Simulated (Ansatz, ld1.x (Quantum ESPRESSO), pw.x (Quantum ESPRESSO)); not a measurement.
# molybdenum (Mo) (fcc): variants of one TM potential in the solid

```json
{
 "Element": "Mo (Z = 42)",
 "Generator": "ld1.x (Quantum ESPRESSO) 7.5",
 "Type": "norm-conserving Troullier–Martins (Kleinman–Bylander form)",
 "Functional": "PBE",
 "Relativity": "scalar-relativistic",
 "Frozen core": "[Kr]",
 "Valence charge": "6",
 "Reference configuration": "4d5 5s1 5p0",
 "Partial waves": "5p (bound, empty): rc 3.35 bohr; 4d (bound): rc 1.50 bohr; 5s (bound): rc 2.45 bohr",
 "Local potential": "the s channel",
 "Core correction": "none"
}
```

Crystal test: fcc Mo in pw.x 7.5, no spin, 14³ k-points, Fermi–Dirac smearing 0.01 Ry, cutoffs set for each file from its atomic test. The reference is all-electron LAPW (Ansatz 0.2.0) with the same functional, mesh and smearing; V0 and B0 come from Birch–Murnaghan fits to the pressures at five volumes. Errors are pseudo minus all-electron; Δ is the rms difference of the E(V) curves that follow from these fits, minima aligned, over ±6 % about the mean V0. Mesh and smearing are coarse, so the numbers serve the comparison and aren't converged zero-temperature values; the lattice is a test structure that the element need not adopt.

All-electron: a0 = 4.005 Å (V0 = 16.06 Å³/atom), B0 = 235.3 GPa.

Base: The largest radius (3.35 bohr) exceeds half the bond length (2.67 bohr), so the spheres overlap, which is one possible source of error among others. This is a poor potential for the solid.

1 further variants are left out: they gave no file fit for a test, a broken result, the same result as the base, or pressures whose basis-set error rivals the error shown.

A dash in a converged row means that the minimum lies outside the volumes sampled.

| change | cutoffs (Ry) | pw.x | a0 (Å) | a0 error (%) | B0 error (%) | Δ (meV/atom) | mean pressure error (GPa) |
| --- | --- | --- | --- | --- | --- | --- | --- |
| base | 70/280 | converged | – | – | – | – | +13.45 |
| all radii scaled by about 1.38 (s 3.38, p 4.62, d 2.08 bohr) | 55/220 | converged | – | – | – | – | +14.98 |
| wave 5p (bound): rc 3.35 bohr becomes 5p (bound): rc 2.62 bohr | 70/280 | converged | – | – | – | – | +15.67 |
| wave 5s (bound): rc 2.45 bohr becomes 5s (bound): rc 3.46 bohr | 70/280 | converged | 4.043 | +0.96 | -1.7 | 23.8 | +7.12 |
| wave 4d (bound): rc 1.50 bohr becomes 4d (bound): rc 2.26 bohr | 50/200 | converged | – | – | – | – | +13.57 |
